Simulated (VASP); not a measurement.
# Ge (Fd-3m) in VASP: notebook

The runs below take Ge through band structure, with r2SCAN, PBE, TB-mBJ.

All numbers are computed with VASP 6.6.1; they aren't measurements. Logs are shortened: lines on timing, memory, paths and dates and some standing lists are left out, and cuts for length are marked.

**1. The crystal as given**

The structure is cubic, space group Fd-3m (No. 227). Conventional cell: a = 5.657 Å, b = 5.657 Å, c = 5.657 Å, α = 90.00°, β = 90.00°, γ = 90.00°. Ge (site symmetry -43m) is surrounded by 4 Ge at 2.45 Å.

**2. Band structure, r2SCAN, non-collinear spin, zero start, spin-orbit coupling**

INCAR reads:

```
ALGO     = Normal         # electronic algorithm
EDIFF    = 1E-6           # SCF threshold, eV
ENCUT    = 520            # plane-wave cutoff, eV
GGA_COMPAT= False        
ISIF     = 2              # what is computed and relaxed
ISMEAR   = -1             # smearing method
LASPH    = True           # aspherical terms in the spheres
LCHARG   = False          # write CHGCAR
LMIXTAU  = True         
LORBIT   = 11             # projections on sites
LREAL    = False          # projectors in reciprocal space
LSORBIT  = True           # spin-orbit coupling
LWAVE    = False          # write WAVECAR
MAGMOM   = 0 0 0 0 0 0    # initial moments
METAGGA  = R2SCAN         # meta-GGA
NELM     = 80             # most SCF steps
PREC     = Accurate       # precision mode
SIGMA    = 0.05           # smearing width, eV
```

KPOINTS reads:

```
k-points
0
Gamma
  10 10 10
```

POSCAR reads:

```
Ge
1.0
    0.0000000000      2.8287500000      2.8287500000
    2.8287500000      0.0000000000      2.8287500000
    2.8287500000      2.8287500000      0.0000000000
Ge
2
Direct
    0.0000000000      0.0000000000      0.0000000000
    0.2500000000      0.2500000000      0.2500000000
```

KPOINTS_OPT reads:

```
explicit points
35
Reciprocal
 0.0000000000  0.0000000000  0.0000000000 1
 0.0250000000  0.0250000000  0.0250000000 1
 0.0500000000  0.0500000000  0.0500000000 1
 0.0750000000  0.0750000000  0.0750000000 1
 0.1000000000  0.1000000000  0.1000000000 1
 0.1250000000  0.1250000000  0.1250000000 1
 0.1500000000  0.1500000000  0.1500000000 1
 0.1750000000  0.1750000000  0.1750000000 1
 0.2000000000  0.2000000000  0.2000000000 1
 0.2250000000  0.2250000000  0.2250000000 1
 0.2500000000  0.2500000000  0.2500000000 1
 0.2750000000  0.2750000000  0.2750000000 1
 0.3000000000  0.3000000000  0.3000000000 1
 0.3250000000  0.3250000000  0.3250000000 1
 0.3500000000  0.3500000000  0.3500000000 1
 0.3750000000  0.3750000000  0.3750000000 1
 0.4000000000  0.4000000000  0.4000000000 1
 0.4250000000  0.4250000000  0.4250000000 1
 0.4500000000  0.4500000000  0.4500000000 1
 0.4750000000  0.4750000000  0.4750000000 1
 0.5000000000  0.5000000000  0.5000000000 1
 0.0500000000  0.0500000000  0.0000000000 1
 0.1000000000  0.1000000000  0.0000000000 1
 0.1500000000  0.1500000000  0.0000000000 1
 0.2000000000  0.2000000000  0.0000000000 1
 0.2500000000  0.2500000000  0.0000000000 1
 0.3000000000  0.3000000000  0.0000000000 1
 0.3500000000  0.3500000000  0.0000000000 1
 0.4000000000  0.4000000000  0.0000000000 1
 0.4500000000  0.4500000000  0.0000000000 1
 0.5000000000  0.5000000000  0.0000000000 1
 0.3750000000  0.3750000000  0.7500000000 1
 0.2500000000  0.2500000000  0.5000000000 1
 0.2500000000  0.5000000000  0.5000000000 1
 0.2000000000  0.4500000000  0.4500000000 1
```

Potentials or basis: VASP PAW PBE potentials, release 64 (Ge_d).

Launch:

```bash
cat potpaw_PBE.64/Ge_d/POTCAR > POTCAR
mpirun -np 1 vasp_ncl > vasp.out
```

OUTCAR:

```text
EDIFF = 1E-6
   ENCUT = 520
   ISIF = 2
   ISMEAR = -1
   LASPH = True
   LORBIT = 11
   LREAL = False
   LSORBIT = True
   METAGGA = R2SCAN
   NELM = 80
   PREC = Accurate

 ion  position               nearest neighbor table
   1  0.000  0.000  0.000-   2 2.45   2 2.45   2 2.45   2 2.45
   2  0.250  0.250  0.250-   1 2.45   1 2.45   1 2.45   1 2.45

  LATTYP: Found a face centered cubic cell.
 ALAT       =     5.6575000000

  Lattice vectors:

 A1 = (   0.0000000000,   2.8287500000,   2.8287500000)
 A2 = (   2.8287500000,   0.0000000000,   2.8287500000)
 A3 = (   2.8287500000,   2.8287500000,   0.0000000000)

Analysis of symmetry for initial positions (statically):
=====================================================================
 Subroutine PRICEL returns:
 Original cell was already a primitive cell.

 Routine SETGRP: Setting up the symmetry group for a
 face centered cubic supercell.

 Subroutine GETGRP returns: Found 48 space group operations
 (whereof 24 operations were pure point group operations)
 out of a pool of 48 trial point group operations.

The static configuration has the point symmetry T_d .
 The point group associated with its full space group is O_h .

Analysis of symmetry for dynamics (positions and initial velocities):
=====================================================================
 Subroutine PRICEL returns:
 Original cell was already a primitive cell.

 Routine SETGRP: Setting up the symmetry group for a
 face centered cubic supercell.

 Subroutine GETGRP returns: Found 48 space group operations
 (whereof 24 operations were pure point group operations)
 out of a pool of 48 trial point group operations.

The dynamic configuration has the point symmetry T_d .
 The point group associated with its full space group is O_h .

Analysis of structural, dynamic, and magnetic symmetry:
=====================================================================
 Subroutine PRICEL returns:
 Original cell was already a primitive cell.

 Routine SETGRP: Setting up the symmetry group for a
 face centered cubic supercell.

 Subroutine GETGRP returns: Found 48 space group operations
 (whereof 24 operations were pure point group operations)
 out of a pool of 48 trial point group operations.

The overall configuration has the point symmetry T_d .
 The point group associated with its full space group is O_h .

 Subroutine INISYM returns: Found 48 space group operations
 (whereof 24 operations are pure point group operations),
 and found     1 'primitive' translations

----------------------------------------------------------------------------------------

                                     Primitive cell

  volume of cell :      45.2703

  direct lattice vectors                    reciprocal lattice vectors
     0.000000000  2.828750000  2.828750000    -0.176756518  0.176756518  0.176756518
     2.828750000  0.000000000  2.828750000     0.176756518 -0.176756518  0.176756518
     2.828750000  2.828750000  0.000000000     0.176756518  0.176756518 -0.176756518

  length of vectors
     4.000456615  4.000456615  4.000456615     0.306151270  0.306151270  0.306151270

  position of ions in fractional coordinates (direct lattice)
     0.000000000  0.000000000  0.000000000
     0.250000000  0.250000000  0.250000000

  ion indices of the primitive-cell ions
   primitive index   ion index
                 1           1
                 2           2

----------------------------------------------------------------------------------------

 KPOINTS: k-points

Automatic generation of k-mesh.
 Grid dimensions read from file:
 generate k-points for:   10   10   10

[... 80 lines left out ...]
   IALGO  =     38    algorithm
   IMIX   =      4    mixing-type and parameters
     AMIX     =   0.40;   BMIX     =  1.00
     AMIX_MAG =   1.60;   BMIX_MAG =  1.00
  volume/ion in A,a.u.               =      22.64       152.75
  Fermi-wavevector in a.u.,A,eV,Ry     =   1.394835  2.635857 26.471027  1.945566
  Thomas-Fermi vector in A             =   2.518346
   LORBIT       =     11    0 simple, 1 ext, 2 COOP (PROOUT), +10 PAW based schemes
   METAGGA = R2SCAN    functional components
   LHFCALC =     F    Hartree Fock is set to
   AEXX    =    0.0000 exact exchange contribution
   IVDW    =     0    specifies the selected vdW correction
   LEPSILON=     F    determine dielectric tensor
   LRPA    =     F    only Hartree local field effects (RPA)
  energy-cutoff  :      520.00
  volume of cell :       45.27
 maximum number of plane-waves:      2486
 NGX is ok and might be reduce to    30
   NGX = 15   NGY = 15   NGZ = 15

 number of electron      28.0000000 magnetization       0.0000000      0.0000000      0.0000000

 number of electron      28.0000022 magnetization      -0.0000000     -0.0000000     -0.0000000

 number of electron      28.0000022 magnetization       0.0000000      0.0000000     -0.0000000

 number of electron      28.0000022 magnetization      -0.0000000     -0.0000000      0.0000000

 Free energy of the ion-electron system (eV)
  ---------------------------------------------------
  ext. energy  EPLUGINS =         0.00000000
  ---------------------------------------------------
  free energy    TOTEN  =       -27.75848660 eV

  energy without entropy =      -27.75837582  energy(sigma->0) =      -27.75843121

 E-fermi :   5.0386     XC(G=0): -10.8199

 val. band max:        4.8983022929   @ k =   0.0000   0.0000   0.0000
 cond. band min:       5.2086971824   @ k =   0.0000   0.0000   0.0000
 fundamental gap:      0.3103948895
 Fermi energy:         5.0386389307

 k-point     1 :       0.0000    0.0000    0.0000
  band No.  band energies     occupation
      1     -20.9588      1.00000
      2     -20.9588      1.00000
      3     -20.9588      1.00000
      4     -20.9588      1.00000
      5     -20.8935      1.00000
      6     -20.8935      1.00000
[... 925 lines left out ...]
     35      12.4699      0.00000
     36      12.4699      0.00000

 [... further k-points ...]

------------------------ aborting loop because EDIFF is reached ----------------------------------------

  FORCE on cell =-STRESS in cart. coord.  units (eV):
  Direction    XX          YY          ZZ          XY          YZ          ZX
  --------------------------------------------------------------------------------------
  -------------------------------------------------------------------------------------
  Total        0.1978642      0.1978642      0.1978642      0.0000000      0.0000000     -0.0000000
  in kB        7.0026783      7.0026783      7.0026783      0.0000000      0.0000000     -0.0000000
  external PRESSURE =       7.0026783 kB  Pullay stress =       0.0000000 kB

 VOLUME and BASIS-vectors are now :
 -----------------------------------------------------------------------------
  energy-cutoff  :      520.00
  volume of cell :       45.27
      direct lattice vectors                 reciprocal lattice vectors
     0.000000000  2.828750000  2.828750000    -0.176756518  0.176756518  0.176756518
     2.828750000  0.000000000  2.828750000     0.176756518 -0.176756518  0.176756518
     2.828750000  2.828750000  0.000000000     0.176756518  0.176756518 -0.176756518

 POSITION                                       TOTAL-FORCE (eV/Angst)
 -----------------------------------------------------------------------------------
      0.00000      0.00000      0.00000        -0.000000     -0.000000     -0.000000
      1.41437      1.41437      1.41437         0.000000      0.000000      0.000000
 -----------------------------------------------------------------------------------
    total drift:                                0.000000      0.000000      0.000000

  FREE ENERGIE OF THE ION-ELECTRON SYSTEM (eV)
  ---------------------------------------------------
  free  energy   TOTEN  =       -27.7584865989 eV

  energy  without entropy=      -27.7583758167  energy(sigma->0) =      -27.75843121

 Spin-Orbit-Coupling matrix elements

 Ion:    1  E_soc:     -0.0173658
 l=   1
     0.0000000    -0.0019703    -0.0019703
    -0.0019703     0.0000000    -0.0019703
    -0.0019703    -0.0019703     0.0000000
 l=   2
     0.0000000    -0.0001853     0.0000000    -0.0001853    -0.0007387
    -0.0001853     0.0000000    -0.0005540    -0.0001853    -0.0001847
     0.0000000    -0.0005540     0.0000000    -0.0005540     0.0000000
    -0.0001853    -0.0001853    -0.0005540     0.0000000    -0.0001847
    -0.0007387    -0.0001847     0.0000000    -0.0001847     0.0000000
 l=   3
     0.0000000     0.0000000     0.0000000     0.0000000     0.0000000     0.0000000     0.0000000
     0.0000000     0.0000000     0.0000000     0.0000000     0.0000000     0.0000000     0.0000000
     0.0000000     0.0000000     0.0000000     0.0000000     0.0000000     0.0000000     0.0000000
     0.0000000     0.0000000     0.0000000     0.0000000     0.0000000     0.0000000     0.0000000
     0.0000000     0.0000000     0.0000000     0.0000000     0.0000000     0.0000000     0.0000000
     0.0000000     0.0000000     0.0000000     0.0000000     0.0000000     0.0000000     0.0000000
     0.0000000     0.0000000     0.0000000     0.0000000     0.0000000     0.0000000     0.0000000

 Ion:    2  E_soc:     -0.0173658
 l=   1
     0.0000000    -0.0019703    -0.0019703
    -0.0019703     0.0000000    -0.0019703
    -0.0019703    -0.0019703     0.0000000
 l=   2
     0.0000000    -0.0001853     0.0000000    -0.0001853    -0.0007387
    -0.0001853     0.0000000    -0.0005540    -0.0001853    -0.0001847
     0.0000000    -0.0005540     0.0000000    -0.0005540     0.0000000
    -0.0001853    -0.0001853    -0.0005540     0.0000000    -0.0001847
    -0.0007387    -0.0001847     0.0000000    -0.0001847     0.0000000
 l=   3
     0.0000000     0.0000000     0.0000000     0.0000000     0.0000000     0.0000000     0.0000000
     0.0000000     0.0000000     0.0000000     0.0000000     0.0000000     0.0000000     0.0000000
     0.0000000     0.0000000     0.0000000     0.0000000     0.0000000     0.0000000     0.0000000
     0.0000000     0.0000000     0.0000000     0.0000000     0.0000000     0.0000000     0.0000000
     0.0000000     0.0000000     0.0000000     0.0000000     0.0000000     0.0000000     0.0000000
     0.0000000     0.0000000     0.0000000     0.0000000     0.0000000     0.0000000     0.0000000
     0.0000000     0.0000000     0.0000000     0.0000000     0.0000000     0.0000000     0.0000000

 total charge

# of ion       s       p       d       tot
------------------------------------------
    1        1.103   1.293  10.023  12.419
    2        1.103   1.293  10.023  12.419
--------------------------------------------------
tot          2.206   2.586  20.046  24.838

 magnetization (x)

# of ion       s       p       d       tot
------------------------------------------
    1       -0.000   0.000  -0.000   0.000
    2        0.000   0.000  -0.000   0.000
--------------------------------------------------
tot          0.000   0.000  -0.000   0.000

 magnetization (y)

# of ion       s       p       d       tot
------------------------------------------
    1        0.000   0.000   0.000   0.000
    2        0.000   0.000   0.000   0.000
--------------------------------------------------
tot          0.000   0.000   0.000   0.000

 magnetization (z)

# of ion       s       p       d       tot
------------------------------------------
    1       -0.000   0.000  -0.000   0.000
    2        0.000   0.000  -0.000   0.000
--------------------------------------------------
tot          0.000   0.000  -0.000   0.000
```

It took 39 min on 1 thread of Intel Xeon Platinum 8375C at 2.90GHz (Ice Lake), shared host; peak memory 0.43 GiB.

Results:

- Free energy: -27.7585 eV
- Pressure: 0.7 GPa
- Net moment: 0.00 μB per cell
- Valence electrons inside the program's atomic spheres: Ge 12.42

Moments on the atoms (μB; x, y, z):
```
Ge  0.00 0.00 0.00
Ge  0.00 0.00 0.00
```

Caveat: the PAW data sets were made with another functional, which shifts forces and pressure a little.

**3. Band structure, PBE, non-collinear spin, zero start, spin-orbit coupling**

INCAR reads:

```
SYSTEM = Ge
PREC     = Accurate       ! precision mode
ENCUT    = 520            ! plane-wave cutoff, eV
EDIFF    = 1E-7           ! SCF threshold, eV
ISMEAR   = -1             ! smearing method
SIGMA    = 0.05           ! smearing width, eV
LREAL    = .FALSE.        ! projectors in reciprocal space
LASPH    = .TRUE.         ! aspherical terms in the spheres
NELM     = 60             ! most SCF steps
ALGO     = Normal         ! electronic algorithm
ISIF     = 2              ! what is computed and relaxed
LWAVE    = .FALSE.        ! write WAVECAR
LCHARG   = .FALSE.        ! write CHGCAR
MAGMOM   = 0 0 0 0 0 0    ! initial moments
LORBIT   = 11             ! projections on sites
LSORBIT  = .TRUE.         ! spin-orbit coupling
GGA_COMPAT= .FALSE.      
GGA      = PE             ! functional
```

KPOINTS reads:

```
Automatic mesh
0
G
  10 10 10
  0 0 0
```

POSCAR is that of step 2.

KPOINTS_OPT is that of step 2.

Potentials or basis: VASP PAW PBE potentials, release 64 (Ge_d).

Launch:

```bash
cat potpaw_PBE.64/Ge_d/POTCAR > POTCAR
mpirun -np 1 vasp_ncl > vasp.out
```

Run time: 2.4 min. Hardware: 1 thread of Intel Xeon 6975P-C (Granite Rapids), shared host; peak memory 0.37 GiB.

Results (log left out):

```
Free energy                                           : -9.0249 eV
Pressure                                              : 3.6 GPa
Net moment                                            : 0.00 μB per cell
Valence electrons inside the program's atomic spheres : Ge 12.42
```

Moments on the atoms (μB; x, y, z):
```
Ge  0.00 0.00 0.00
Ge  0.00 0.00 0.00
```

[end of part 1 of 2]
